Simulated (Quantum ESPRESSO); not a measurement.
## BaTiO3 in Quantum ESPRESSO: the effect of functional

The system is BaTiO3.

```
Ba Ti O
1.0
     3.99980    0.00000    0.00000
     0.00000    3.99980    0.00000
     0.00000    0.00000    4.01800
Ba Ti O
1 1 3
Direct
  0.00000 0.00000 0.00000
  0.50000 0.50000 0.49000
  0.00000 0.50000 0.51700
  0.50000 0.00000 0.51700
  0.50000 0.50000 0.01900
```

Alike in all runs:

- Program: Quantum ESPRESSO 7.5
- Task: dielectric tensor
- Cutoff: 612 eV
- Density cutoff: 4898 eV
- k mesh: 6 × 6 × 6, shifted
- Occupations: fermi-dirac, width 0.05 eV
- Spin: no spin polarisation

| functional | potentials or basis | pressure (GPa) | largest force (eV/Å) | dielectric constant (mean) |
| --- | --- | --- | --- | --- |
| LDA | GBRV 1.5 LDA | -7.3 | 0.39 | 6.51 |
| PBE | GBRV 1.5 PBE | 3.4 | 0.30 | 6.40 |
| PBEsol | GBRV 1.5 PBEsol | -2.8 | 0.34 | 6.48 |
| WC | GBRV 1.5 PBE | -2.3 | 0.31 | 6.48 |
| BLYP | GBRV 1.5 PBE | ? | ? | ? |

Q: What does the run with functional BLYP give?

A: Pressure 9.4 GPa; largest force 0.22 eV/Å; dielectric constant 6.30 mean.

Caveats: the cell is more than 3 GPa from zero pressure, which shifts response properties (some runs); the potentials were made for another functional, which shifts forces and pressure (some runs).
